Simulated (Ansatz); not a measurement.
BN (P6_3mc) at 2 levels of theory

One geometry, relaxed with PBE; plane waves with PAW potentials in Ansatz, scalar-relativistic. No spin polarisation. Gaps are the least over mesh and band path; pressure is positive in compression.

```yaml
crystal:
  lattice:
    - [2.55856, 0.00000, 0.00000]
    - [-1.27928, 2.21577, 0.00000]
    - [0.00000, 0.00000, 8.40918]
  atoms:
    - { symbol: B, position: [0.00000, 0.00000, 0.09337] }
    - { symbol: B, position: [0.00000, 0.00000, 0.59337] }
    - { symbol: B, position: [0.33333, 0.66667, 0.34406] }
    - { symbol: B, position: [0.66667, 0.33333, 0.84406] }
    - { symbol: N, position: [0.00000, 0.00000, 0.40675] }
    - { symbol: N, position: [0.00000, 0.00000, 0.90675] }
    - { symbol: N, position: [0.33333, 0.66667, 0.15582] }
    - { symbol: N, position: [0.66667, 0.33333, 0.65582] }
```

| level | cutoff (eV) | k mesh | gap (eV) | pressure (GPa) |
| --- | --- | --- | --- | --- |
| PBE | 420 | 12×12×4 | 5.50 | 0.0 |

Problem. What comes out on the same cell with r2SCAN?

Solution.
```
 level  cutoff (eV)   k mesh  gap (eV)  pressure (GPa)
r2SCAN          500  12×12×4      6.05            -4.7
```

It was reached by relaxing an invented guess, and it needn't be the stable form of this composition.
